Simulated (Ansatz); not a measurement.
Relaxation of a periodic cell of 13 atoms, Sn₅S₈ (host SnS2, host structure P-3m1, interstitial Sn), to a largest force component of 0.03 eV/Å in at most 60 steps.

Computed with Ansatz 0.2.0, DFT PBE, scalar-relativistic, plane waves, PAW. Settings: cutoff 420 eV, k mesh 2x2x2, gaussian smearing 0.05 eV, no spin polarisation.

```xyz
13
Lattice="-3.6050 -6.2440 0.0000 5.4075 -3.1220 0.0000 0.0000 0.0000 5.4600" Properties=species:S:1:pos:R:3
Sn 0.000 -6.244 0.000
S 1.802 -5.203 3.980
S 0.000 -4.163 1.480
Sn -1.802 -3.122 0.000
S 0.000 -2.081 3.980
S 3.605 -4.163 1.480
Sn 1.802 -3.122 0.000
S 3.605 -2.081 3.980
S 1.802 -1.041 1.480
Sn 0.000 0.000 0.000
S -1.802 -5.203 3.980
S 1.802 -7.285 1.480
Sn -1.810 -7.308 -0.720
```

**Question.** Where does it end, and by what steps?

**Answer.** The forces met the threshold. The force dipped under the threshold on the way, but the program's further checks kept it going. Limits of this set-up: coarse k mesh. After 23 steps the energy has fallen by 15.141 eV; Sn13 moved furthest, 1.62 Å. The start is strongly strained (largest force component 15 eV/Å).

```json
{"step": "0", "energy less start (eV)": "0.0000", "largest force component (eV/Å)": "15.423", "accepted": "yes"}
{"step": "1", "energy less start (eV)": "-8.2385", "largest force component (eV/Å)": "5.161", "accepted": "yes"}
{"step": "2", "energy less start (eV)": "-11.9252", "largest force component (eV/Å)": "2.705", "accepted": "yes"}
{"step": "3", "energy less start (eV)": "-12.8900", "largest force component (eV/Å)": "1.993", "accepted": "yes"}
{"step": "4", "energy less start (eV)": "-13.5095", "largest force component (eV/Å)": "0.722", "accepted": "yes"}
{"step": "5", "energy less start (eV)": "-13.6131", "largest force component (eV/Å)": "1.906", "accepted": "yes"}
{"step": "6", "energy less start (eV)": "-14.0033", "largest force component (eV/Å)": "0.725", "accepted": "yes"}
{"step": "7", "energy less start (eV)": "-14.3875", "largest force component (eV/Å)": "0.631", "accepted": "yes"}
{"step": "8", "energy less start (eV)": "-14.7270", "largest force component (eV/Å)": "0.751", "accepted": "yes"}
{"step": "9", "energy less start (eV)": "-15.0451", "largest force component (eV/Å)": "0.414", "accepted": "yes"}
{"step": "10", "energy less start (eV)": "-15.1072", "largest force component (eV/Å)": "0.234", "accepted": "yes"}
{"step": "11", "energy less start (eV)": "-15.1317", "largest force component (eV/Å)": "0.133", "accepted": "yes"}
{"step": "12", "energy less start (eV)": "-15.1380", "largest force component (eV/Å)": "0.071", "accepted": "yes"}
{"step": "13", "energy less start (eV)": "-15.1392", "largest force component (eV/Å)": "0.030", "accepted": "yes"}
{"step": "14", "energy less start (eV)": "-15.1398", "largest force component (eV/Å)": "0.018", "accepted": "yes"}
{"step": "15", "energy less start (eV)": "-15.1400", "largest force component (eV/Å)": "0.017", "accepted": "yes"}
{"step": "16", "energy less start (eV)": "-15.1405", "largest force component (eV/Å)": "0.020", "accepted": "yes"}
{"step": "17", "energy less start (eV)": "-15.1273", "largest force component (eV/Å)": "0.175", "accepted": "no"}
{"step": "18", "energy less start (eV)": "-15.1408", "largest force component (eV/Å)": "0.022", "accepted": "yes"}
{"step": "19", "energy less start (eV)": "-15.1241", "largest force component (eV/Å)": "0.210", "accepted": "no"}
{"step": "20", "energy less start (eV)": "-15.1412", "largest force component (eV/Å)": "0.014", "accepted": "yes"}
{"step": "21", "energy less start (eV)": "-15.1409", "largest force component (eV/Å)": "0.032", "accepted": "no"}
{"step": "22", "energy less start (eV)": "-15.1414", "largest force component (eV/Å)": "0.010", "accepted": "yes"}
{"step": "23", "energy less start (eV)": "-15.1413", "largest force component (eV/Å)": "0.025", "accepted": "yes"}
```

```xyz
13
Lattice="-3.6050 -6.2440 0.0000 5.4075 -3.1220 0.0000 0.0000 0.0000 5.4600" Properties=species:S:1:pos:R:3
Sn 0.234 -6.185 -0.045
S 2.198 -5.410 4.098
S 0.259 -4.322 1.695
Sn -1.729 -3.177 0.675
S -0.165 -2.569 4.050
S 3.595 -4.106 1.856
Sn 1.828 -3.354 -0.067
S 3.328 -1.945 3.808
S 1.826 -1.079 1.070
Sn -0.281 0.140 0.186
S -1.405 -4.782 4.063
S 1.767 -7.355 1.874
Sn -2.447 -6.873 -2.144
```

Run time: 2.7 min on 1 thread of AMD EPYC 7R43 64-Core Processor (Zen 3) (shared host), peak memory 0.65 GiB.
